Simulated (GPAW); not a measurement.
Runs of GPAW 26.7.0 on C. The structure is cubic, space group Fd-3m (No. 227). The conventional cell has a = 3.567 Å, b = 3.567 Å, c = 3.567 Å, α = 90.00°, β = 90.00°, γ = 90.00°. Around C (site symmetry -43m) lie 4 C at 1.54 Å. This isn't the form of C at room conditions, which is graphite.

```tsv
task	level	cell	optimizer	fmax	max steps	convergence	target pressure	gap on the mesh (eV)	pressure (GPa)
relaxation of cell and atoms	PBEsol+D3(BJ)	relaxed	BFGS	0.02 eV/Å	60	density=1e-05 forces=0.0001	-	4.05	0.1
relaxation of cell and atoms	PBEsol	relaxed to 10 GPa	BFGS	0.02 eV/Å	60	density=1e-05 forces=0.0001	10 GPa	4.08	10.3
relaxation of cell and atoms	PBEsol	relaxed to 5 GPa	BFGS	0.02 eV/Å	60	density=1e-05 forces=0.0001	5 GPa	(a)	5.1
single point	PBEsol	as given	-	-	-	-	-	(b)	-5.2
```

Alike in all rows: potentials or basis PAW data sets generated in the run's folder for this functional, pw; no spin polarisation; k mesh 13 × 13 × 13; cutoff (eV) 800; smearing fermi-dirac 0.05 eV.

Question: Estimate the missing entries.

Answer: (a) 4.06; (b) 4.01.

Caveats: an odd mesh through Γ misses points on the zone boundary, where band edges often lie; later steps reuse the first step's grids (some runs).

Runs at the PBE level aren't shown here.
